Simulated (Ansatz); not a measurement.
The system is SiNi3.

```
Ni Si
1.0
     3.54200    0.00000    0.00000
     0.00000    3.54200    0.00000
     0.00000    0.00000    3.54200
Ni Si
3 1
Cartesian
  1.7710 1.7710 0.0000
  1.7710 0.0000 1.7710
  0.0000 1.7710 1.7710
  0.0000 0.0000 0.0000
```

Program: Ansatz 0.2.0. Alike in all runs: level PBEsol; spin collinear, ferromagnetic start; cell as given; smearing fermi-dirac 0.05 eV.

Q: Order these runs on this cell by their pressure, lowest first.
A. potentials or basis JTH PAW; k mesh 8 × 8 × 8; cutoff (eV) 2400; points for each segment of the path 14
B. potentials or basis Ansatz PAW; fixed moment (μB) 2.2; k mesh 6 × 6 × 6; cutoff (eV) 420
C. potentials or basis Ansatz PAW; fixed moment (μB) 3.8; k mesh 6 × 6 × 6; cutoff (eV) 420
D. potentials or basis Ansatz PAW; fixed moment (μB) 4.5; k mesh 6 × 6 × 6; cutoff (eV) 420
E. potentials or basis Ansatz PAW; fixed moment (μB) 6.0; k mesh 6 × 6 × 6; cutoff (eV) 420

A: A (-13.3 GPa), B (-9.6 GPa), C (-1.2 GPa), D (4.1 GPa), E (17.2 GPa).

Caveats: the total moment is fixed, so each spin has its own Fermi level (some runs); the PAW data sets come from PBE, with cores solved anew for the run's functional, which leaves a small shift of forces and pressure (some runs); the thresholds are loose for stress (some runs); the starting moments weren't kept (some runs).
